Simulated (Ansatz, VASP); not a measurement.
Two plane-wave programs on MnS

Contents of INCAR:

```
SYSTEM = MnS
PREC = Accurate
ENCUT = 520
EDIFF = 1E-6
ISMEAR = -1
SIGMA = 0.03
LREAL = .FALSE.
LASPH = .TRUE.
NELM = 150
ALGO = Normal
ISIF = 2
LWAVE = .FALSE.
LCHARG = .FALSE.
ISPIN = 2
MAGMOM = 1.8 1.8 0 0
LORBIT = 11
LMAXMIX = 4
GGA = PE
NBANDS = 31
```

The input KPOINTS:

```
Automatic mesh
0
G
  6 6 3
  0 0 0
```

The input POSCAR:

```
MnS
1.0
    3.9760013000      0.0000000000      0.0000000000
   -1.9880006500      3.4433181300      0.0000000000
    0.0000000000      0.0000000000      6.4320000000
Mn S
2 2
Direct
    0.3333333300      0.6666666700      0.0000000000
    0.6666666700      0.3333333300      0.5000000000
    0.3333333300      0.6666666700      0.3850000000
    0.6666666700      0.3333333300      0.8850000000
```

Input for Ansatz:

```yaml
crystal:
  lattice:
    - [3.9760013, 0.0, 0.0]
    - [-1.98800065, 3.44331813, 0.0]
    - [0.0, 0.0, 6.432]
  atoms:
    - { symbol: Mn, position: [0.33333333, 0.66666667, 0.0], spin: 1.8 }
    - { symbol: Mn, position: [0.66666667, 0.33333333, 0.5], spin: 1.8 }
    - { symbol: S, position: [0.33333333, 0.66666667, 0.385] }
    - { symbol: S, position: [0.66666667, 0.33333333, 0.885] }
magnetization:
  spin_polarized: true
hamiltonian:
  xc: pbe
  pseudopotentials: { kind: paw }
basis:
  ecutwfc: 420
kpoints:
  mp_grid: { grid: [6, 6, 3] }
scf:
  occupations: { method: fermi_dirac, width: 0.03 }
  lower_state_search: "off"
output:
  forces: true
  stress: true
```

Change from the starting cell: moments ++ scaled by 0.4, plain SCF.

Alike in both runs: task single point; functional PBE; k mesh 6 × 6 × 3; occupations fermi-dirac, width 0.03 eV; collinear spin.

```csv
,VASP,Ansatz
version,VASP 6.6.1,Ansatz 0.2.0
potentials or method,"VASP PAW PBE potentials, release 64 (Mn_pv, S)","PAW, plane waves, scalar-relativistic"
plane-wave cutoff (eV),520,420
valence electrons in the cell,38,42
```

Ansatz gave:

```
pressure (GPa)                                                : 1.4
largest component of the traceless stress (GPa)               : 1.23
rms of the force components (eV/Å)                            : 0.109
net moment per atom (μB)                                      : 2.49
size of the moment on the site where the two differ most (μB) : 4.18
```

Estimate VASP's values.

pressure (GPa): 1.4; largest component of the traceless stress (GPa): 1.25; rms of the force components (eV/Å): 0.110; net moment per atom (μB): 2.49; size of the moment on the site where the two differ most (μB): 4.36.

Site moments also hang on the region over which each program counts them. Atom by atom the forces differ by 0.000 eV/Å (rms over components). The two sets of potentials don't hold the same shells in valence.
